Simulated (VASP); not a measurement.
# CdSe (Cadmoselite) (P6_3mc) in VASP: further runs, part 3 of 3

VASP 6.6.1. The steps go on from the part before.

## 4. Single point, RPBE+D4

This run uses another cell than the first one, of 28.66 Å³/atom, 1.020 times its volume.

Contents of INCAR:

```
PREC = Accurate
ENCUT = 520
EDIFF = 1E-6
ISMEAR = -1
SIGMA = 0.05
LREAL = False
LASPH = True
NELM = 80
ALGO = Normal
ISIF = 2
LWAVE = False
LCHARG = True
GGA = RP
IVDW = 13
LELF = True
LVHAR = True
NBANDS = 26
```

Contents of KPOINTS:

```
Automatic mesh
0
Gamma
  7 7 4
```

Contents of POSCAR:

```
CdSe
1.0
    4.3284776511      0.0000000000      0.0000000000
   -2.1642388256      3.7485716056      0.0000000000
    0.0000000000      0.0000000000      7.0664914211
Cd Se
2 2
Direct
    0.6666666667      0.3333333333      0.5000000000
    0.3333333333      0.6666666667      0.0000000000
    0.6666666667      0.3333333333      0.8850000000
    0.3333333333      0.6666666667      0.3850000000
```

Potentials or basis: VASP PAW PBE potentials, release 64 (Cd, Se).

Command:

```sh
cat potpaw_PBE.64/Cd/POTCAR potpaw_PBE.64/Se/POTCAR > POTCAR
mpirun -np 1 vasp_std > vasp.out
```

OUTCAR:

```text
PREC = Accurate
   ENCUT = 520
   EDIFF = 1E-6
   ISMEAR = -1
   LREAL = False
   LASPH = True
   NELM = 80
   ISIF = 2
   GGA = RP
   IVDW = 13

 ion  position               nearest neighbor table
   1  0.667  0.333  0.500-   4 2.63   4 2.63   4 2.63   3 2.72
   2  0.333  0.667  0.000-   3 2.63   3 2.63   3 2.63   4 2.72
   3  0.667  0.333  0.885-   2 2.63   2 2.63   2 2.63   1 2.72
   4  0.333  0.667  0.385-   1 2.63   1 2.63   1 2.63   2 2.72

  LATTYP: Found a hexagonal cell.
 ALAT       =     4.3284776511
 C/A-ratio  =     1.6325581395

  Lattice vectors:

 A1 = (   4.3284776511,   0.0000000000,   0.0000000000)
 A2 = (  -2.1642388256,   3.7485716056,   0.0000000000)
 A3 = (   0.0000000000,   0.0000000000,   7.0664914211)

Analysis of symmetry for initial positions (statically):
=====================================================================
 Subroutine PRICEL returns:
 Original cell was already a primitive cell.

 Routine SETGRP: Setting up the symmetry group for a
 hexagonal supercell.

 Subroutine GETGRP returns: Found 12 space group operations
 (whereof  6 operations were pure point group operations)
 out of a pool of 24 trial point group operations.

The static configuration has the point symmetry C_3v.
 The point group associated with its full space group is C_6v.

Analysis of symmetry for dynamics (positions and initial velocities):
=====================================================================
 Subroutine PRICEL returns:
 Original cell was already a primitive cell.

 Routine SETGRP: Setting up the symmetry group for a
 hexagonal supercell.

 Subroutine GETGRP returns: Found 12 space group operations
 (whereof  6 operations were pure point group operations)
 out of a pool of 24 trial point group operations.

The dynamic configuration has the point symmetry C_3v.
 The point group associated with its full space group is C_6v.

 Subroutine INISYM returns: Found 12 space group operations
 (whereof  6 operations are pure point group operations),
 and found     1 'primitive' translations

----------------------------------------------------------------------------------------

                                     Primitive cell

  volume of cell :     114.6581

  direct lattice vectors                    reciprocal lattice vectors
     4.328477651  0.000000000  0.000000000     0.231028107  0.133384140  0.000000000
    -2.164238826  3.748571606  0.000000000     0.000000000  0.266768280  0.000000000
     0.000000000  0.000000000  7.066491421     0.000000000  0.000000000  0.141512943

  length of vectors
     4.328477651  4.328477651  7.066491421     0.266768280  0.266768280  0.141512943

  position of ions in fractional coordinates (direct lattice)
     0.666666667  0.333333333  0.500000000
     0.333333333  0.666666667  0.000000000
     0.666666667  0.333333333  0.885000000
     0.333333333  0.666666667  0.385000000

  ion indices of the primitive-cell ions
   primitive index   ion index
                 1           1
                 2           2
                 3           3
                 4           4

----------------------------------------------------------------------------------------

 KPOINTS: Automatic mesh

Automatic generation of k-mesh.
 Grid dimensions read from file:
 generate k-points for:    7    7    4

 Generating k-lattice:

  Cartesian coordinates                     Fractional coordinates (reciprocal lattice)
     0.033004015  0.019054877  0.000000000     0.142857143  0.000000000  0.000000000
     0.000000000  0.038109754  0.000000000     0.000000000  0.142857143  0.000000000
     0.000000000  0.000000000  0.035378236     0.000000000  0.000000000  0.250000000

  Length of vectors
     0.038109754  0.038109754  0.035378236

  Shift w.r.t. Gamma in fractional coordinates (k-lattice)
     0.000000000  0.000000000  0.000000000

 Subroutine IBZKPT returns following result:
 ===========================================

 Found     24 irreducible k-points:

 Following reciprocal coordinates:
            Coordinates               Weight
  0.000000  0.000000  0.000000      1.000000
  0.142857  0.000000  0.000000      6.000000
  0.285714  0.000000  0.000000      6.000000
  0.428571  0.000000  0.000000      6.000000
  0.142857  0.142857  0.000000      6.000000
  0.285714  0.142857  0.000000     12.000000
[... 16 lines left out ...]
  0.428571  0.142857  0.500000      6.000000
  0.285714  0.285714  0.500000      6.000000
   k-points           NKPTS =     24   k-points in BZ     NKDIM =     24   number of bands    NBANDS=     26
   number of dos      NEDOS =    301   number of ions     NIONS =      4
   total plane-waves  NPLWV =  55296
   dimension x,y,z NGX =    32 NGY =   32 NGZ =   54
   dimension x,y,z NGXF=    64 NGYF=   64 NGZF=  108
   ions per type =               2   2
   NGX,Y,Z   is equivalent  to a cutoff of  12.29, 12.29, 12.70 a.u.
   NGXF,Y,Z  is equivalent  to a cutoff of  24.58, 24.58, 25.41 a.u.
 SYSTEM =  unknown system
   PREC   = accura    normal or accurate (medium, high low for compatibility)
   ISTART =      0    job   : 0-new  1-cont  2-samecut
   ICHARG =      2    charge: 1-file 2-atom 10-const
   ISPIN  =      1    spin polarized calculation?
   LNONCOLLINEAR =      F non collinear calculations
   LSORBIT =      F    spin-orbit coupling
   LASPH  =      T    aspherical Exc in radial PAW
   ENCUT  =  520.0 eV  38.22 Ry    6.18 a.u.   8.05  8.05 13.14*2*pi/ulx,y,z
   NELM   =     80;   NELMIN=  2; NELMDL= -5     # of ELM steps
   EDIFF  = 0.1E-05   stopping-criterion for ELM
   LREAL  =      F    real-space projection
   EDIFFG = 0.1E-04   stopping-criterion for IOM
   NSW    =      0    number of steps for IOM
   IBRION =     -1    ionic relax: 0-MD 1-quasi-New 2-CG
   NFREE  =      0    steps in history (QN), initial steepest desc. (CG)
   ISIF   =      2    stress and relaxation
   ISYM   =      2    0-nonsym 1-usesym 2-fastsym
   POTIM  = 0.5000    time-step for ionic-motion
   TEBEG  =    0.0;   TEEND  =   0.0 temperature during run
   PSTRESS=    0.0 pullay stress
   NELECT =      36.0000    total number of electrons
   NUPDOWN=      -1.0000    fix difference up-down
   EMIN   =  10.00;   EMAX   =-10.00  energy-range for DOS
   EFERMI =   0.00;   METHOD = LEGACY
   ISMEAR =    -1;   SIGMA  =   0.05  broadening in eV -4-tet -1-fermi 0-gaus
   EFERMI_NEDOS =   21; number of points for ismear=-14 and -15
   IALGO  =     38    algorithm
   IMIX   =      4    mixing-type and parameters
     AMIX     =   0.40;   BMIX     =  1.00
     AMIX_MAG =   1.60;   BMIX_MAG =  1.00
  volume/ion in A,a.u.               =      28.66       193.44
  Fermi-wavevector in a.u.,A,eV,Ry     =   1.112690  2.102679 16.845078  1.238078
  Thomas-Fermi vector in A             =   2.249267
   LORBIT       =      0    0 simple, 1 ext, 2 COOP (PROOUT), +10 PAW based schemes
   GGA     = RP    functional components
   LHFCALC =     F    Hartree Fock is set to
   AEXX    =    0.0000 exact exchange contribution
   IVDW    =    13    specifies the selected vdW correction
   LEPSILON=     F    determine dielectric tensor
   LRPA    =     F    only Hartree local field effects (RPA)
 non-spin polarized calculation
  energy-cutoff  :      520.00
  volume of cell :      114.66
 maximum number of plane-waves:      3102
   NGX = 17   NGY = 17   NGZ = 27

 number of electron      35.9999999 magnetization

 Free energy of the ion-electron system (eV)
  ---------------------------------------------------
  ext. energy  EPLUGINS =         0.00000000
  ---------------------------------------------------
  free energy    TOTEN  =        -9.61720718 eV

  energy without entropy =       -9.61720225  energy(sigma->0) =       -9.61720472

 E-fermi :   1.3541     XC(G=0):  -8.5526

 val. band max:        0.9022456159   @ k =   0.0000   0.0000   0.0000
 cond. band min:       1.7344150797   @ k =   0.0000   0.0000   0.0000
 fundamental gap:      0.8321694637
 Fermi energy:         1.3540919264

 k-point     1 :       0.0000    0.0000    0.0000
  band No.  band energies     occupation
      1     -11.5339      2.00000
      2     -11.1906      2.00000
      3      -6.9711      2.00000
      4      -6.9711      2.00000
      5      -6.9184      2.00000
      6      -6.9184      2.00000
[... 685 lines left out ...]
     25       9.0548      0.00000
     26       9.0548      0.00000

------------------------ aborting loop because EDIFF is reached ----------------------------------------

  DFT-D4 for vdW energy calculation

  Edisp (eV):   -2.33266

  FORCE on cell =-STRESS in cart. coord.  units (eV):
  Direction    XX          YY          ZZ          XY          YZ          ZX
  --------------------------------------------------------------------------------------
  -------------------------------------------------------------------------------------
  Total       0.70215     0.70215    -0.81359    -0.00000     0.00000     0.00000
  in kB       9.81157     9.81157   -11.36877    -0.00000     0.00000     0.00000
  external pressure =        2.75 kB  Pullay stress =        0.00 kB

 VOLUME and BASIS-vectors are now :
 -----------------------------------------------------------------------------
  energy-cutoff  :      520.00
  volume of cell :      114.66
      direct lattice vectors                 reciprocal lattice vectors
     4.328477651  0.000000000  0.000000000     0.231028107  0.133384140  0.000000000
    -2.164238826  3.748571606  0.000000000     0.000000000  0.266768280  0.000000000
     0.000000000  0.000000000  7.066491421     0.000000000  0.000000000  0.141512943

 POSITION                                       TOTAL-FORCE (eV/Angst)
 -----------------------------------------------------------------------------------
      2.16424      1.24952      3.53325         0.000000      0.000000      0.272818
     -0.00000      2.49905      0.00000        -0.000000      0.000000      0.272818
      2.16424      1.24952      6.25384        -0.000000      0.000000     -0.272818
     -0.00000      2.49905      2.72060         0.000000      0.000000     -0.272818
 -----------------------------------------------------------------------------------
    total drift:                               -0.000000     -0.000000     -0.000528

  FREE ENERGIE OF THE ION-ELECTRON SYSTEM (eV)
  ---------------------------------------------------
  free  energy   TOTEN  =       -11.9498713145 eV

  energy  without entropy=      -11.9498663838  energy(sigma->0) =      -11.94986885
```

OSZICAR:

```text
N       E                     dE             d eps       ncg     rms          rms(c)
DAV:   1     0.240762904115E+03    0.24076E+03   -0.17177E+04  1248   0.125E+03
DAV:   2     0.205035787503E+01   -0.23871E+03   -0.23150E+03  1384   0.308E+02
DAV:   3    -0.102386798934E+02   -0.12289E+02   -0.12226E+02  1492   0.701E+01
DAV:   4    -0.103372281809E+02   -0.98548E-01   -0.98479E-01  1392   0.595E+00
DAV:   5    -0.103378568498E+02   -0.62867E-03   -0.62855E-03  1416   0.453E-01    0.886E+00
DAV:   6    -0.963782680710E+01    0.70003E+00   -0.11759E+00  1378   0.102E+01    0.693E+00
DAV:   7    -0.961238330566E+01    0.25444E-01   -0.57335E-01  1324   0.384E+00    0.242E+00
DAV:   8    -0.961478848938E+01   -0.24052E-02   -0.55635E-02  1306   0.232E+00    0.442E-01
DAV:   9    -0.961640271277E+01   -0.16142E-02   -0.78156E-03  1342   0.943E-01    0.112E-01
DAV:  10    -0.961689842216E+01   -0.49571E-03   -0.11511E-03  1332   0.351E-01    0.866E-02
DAV:  11    -0.961719059780E+01   -0.29218E-03   -0.58450E-04  1298   0.122E-01    0.380E-02
DAV:  12    -0.961719630848E+01   -0.57107E-05   -0.21214E-05  1500   0.448E-02    0.103E-02
DAV:  13    -0.961720670716E+01   -0.10399E-04   -0.33153E-05  1268   0.373E-02    0.507E-03
DAV:  14    -0.961720718148E+01   -0.47432E-06   -0.89022E-07  1186   0.553E-03
   1 F= -.11949871E+02 E0= -.11949869E+02  d E =-.493062E-05
```

stdout:

```text
POSCAR found type information on POSCAR CdSe
 POSCAR found :  2 types and       4 ions
 scaLAPACK will be used
 -----------------------------------------------------------------------------
|                                                                             |
|                                                                             |
|     You enforced a specific xc type in the INCAR file but a different       |
|     I HOPE YOU KNOW WHAT YOU ARE DOING!                                     |
|                                                                             |
 -----------------------------------------------------------------------------

 LDA part: xc-table for (Slater+PW92), standard interpolation
 POSCAR, INCAR and KPOINTS ok, starting setup
 FFT: planning ... GRIDC
 FFT: planning ... GRID_SOFT
 FFT: planning ... GRID
 WAVECAR not read
 entering main loop
```

Wall time 37 s (1 thread of Intel Xeon 6975P-C (Granite Rapids), shared host); peak memory 0.25 GiB.

Results:

```yaml
Free_energy: -11.9499 eV
Pressure: 0.3 GPa
Largest_force: 0.273 eV/Å
Band_gap_on_the_k_mesh: 0.83 eV, direct
Dispersion_energy_per_atom: -0.583 eV
```

Forces in eV/Å, atoms in the order of the input:
```
Cd   0.000  0.000  0.273
Cd   0.000  0.000  0.273
Se   0.000  0.000 -0.273
Se   0.000  0.000 -0.273
```

Stress tensor (GPa, compression positive):
```
 0.98  0.00  0.00
 0.00  0.98  0.00
 0.00  0.00 -1.14
```

Caveat: the PAW data sets were made with another functional, which shifts forces and pressure a little.

## 5. Overview

```tsv
level	cell	gap on the mesh (eV)	pressure (GPa)	largest force (eV/Å)
RPBE+D4	a = 4.300, b = 4.300, c = 7.020 Å, angles 90.0, 90.0, 120.0°, 4 atoms	0.88	1.3	0.29
PBE exchange alone	a = 4.300, b = 4.300, c = 7.020 Å, angles 90.0, 90.0, 120.0°, 4 atoms	0.66	11.3	0.34
RPBE+D4	a = 4.328, b = 4.328, c = 7.066 Å, angles 90.0, 90.0, 120.0°, 4 atoms	0.83	0.3	0.27
```

Alike in all rows: task single point; potentials or basis VASP PAW PBE potentials, release 64 (Cd, Se); no spin polarisation; k mesh 7 × 7 × 4; cutoff (eV) 520; smearing fermi-dirac 0.05 eV.

Caveats: the PAW data sets were made with another functional, which shifts forces and pressure a little (some runs).

Absolute energies hang on the potentials; compare differences alone.

## 6. Comparison with measurements

Step 2. A measured gap of CdSe is 1.841 eV (2 K; a printed reference work, data compilation); the calculated 0.88 eV misses it by -0.97 eV. Spin-orbit coupling on Cd, Se is left out. The value is that of RPBE+D4, without temperature or zero-point motion. Semilocal functionals fall short of measured gaps as a rule.

Step 4. A measured gap of CdSe is 1.841 eV (2 K; a printed reference work, data compilation); the calculated 0.83 eV misses it by -1.01 eV. So large a miss can be the level of theory's own, or it may mean another phase, state or a wrong row. Spin-orbit coupling on Cd, Se is left out. The value is that of RPBE+D4, without temperature or zero-point motion. Semilocal functionals fall short of measured gaps as a rule.
